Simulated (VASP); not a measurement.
Input of a VASP 6.6.1 run:

File INCAR:

```
PREC = Accurate
ENCUT = 520
EDIFF = 1E-6
ISMEAR = 0
SIGMA = 0.1
LREAL = F
LASPH = T
NELM = 80
ALGO = Fast
ISIF = 2
LWAVE = F
LCHARG = F
GGA = PE
NBANDS = 29
```

KPOINTS

```
Automatic mesh
0
Gamma
  4 4 4
```

POSCAR

```
KZnF3
1.0
    4.0474166900      0.0000000000      0.0000000000
    0.0000000000      4.0474166900      0.0000000000
    0.0000000000      0.0000000000      4.0474166900
K Zn F
1 1 3
Direct
    0.0000000000      0.0000000000      0.0000000000
    0.5000000000      0.5000000000      0.5000000000
    0.0000000000      0.5000000000      0.5000000000
    0.5000000000      0.0000000000      0.5000000000
    0.5000000000      0.5000000000      0.0000000000
```

Potentials or basis: VASP PAW PBE potentials, release 64 (K_sv, Zn, F).

The run is started by

```sh
$ cat potpaw_PBE.64/K_sv/POTCAR potpaw_PBE.64/Zn/POTCAR potpaw_PBE.64/F/POTCAR > POTCAR
$ mpirun -np 1 vasp_std > vasp.out
```

(1) Predict the pressure.

(2) Estimate the band gap on the k mesh.

Answers

(1) 5.1 GPa.

(2) 3.80 eV, indirect (least direct gap 5.66 eV).
